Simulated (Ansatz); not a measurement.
Cu2O: the gap against volume

Cu2O, Pn-3m, a = 4.246 Å. Ansatz: r2SCAN, PAW, 500 eV, Γ-centred 6×6×6 mesh on 6 atoms, Gaussian smearing 0.02 eV; no spin polarisation. Symmetry fixes shape and atoms, so the cell is only scaled; x = ln(V/V0) with V0 = 12.756 Å³/atom. The gap is read at the mesh points alone.

| x | gap y (eV) |
| --- | --- |
| -0.0619 | ? |
| -0.0305 | 0.867 |
| 0.0000 | 0.794 |
| 0.0296 | 0.727 |
| 0.0583 | 0.666 |

Q: Fit a straight line to the other rows, give the volume deformation potential of the gap and its pressure coefficient, and predict the missing gap. B0 = 127.2 GPa.

A: Means x = 0.01435, y = 0.76350; Σ(Δx)² = 0.004382, ΣΔxΔy = -0.009921; the slope is their ratio. y = 0.7960 − 2.264 x. The slope is the deformation potential a = dE_g/d ln V = -2.26 eV, and dE_g/dP = −a/B0 = 17.8 meV/GPa. At x = -0.0619 the fit asked for gives 0.936 eV. The run gave 0.948 eV, so the fit is 0.012 eV too low, 4.3 % of the span of the series, against an rms of 0.002 eV on the fitted rows. The row lies outside the fitted range. With a term in x² added, a fit to the same known rows predicts 0.947 eV, so most of the miss is curvature that the known rows already hold.

Semilocal functionals give gaps under the measured ones; where shallow d states of Zn, Cd, Cu or Ag mix into an O valence top, changes of the gap are off too.

Cost: 5 runs of about 2.7 core-minutes in all, on Arm Neoverse N1 (shared hosts).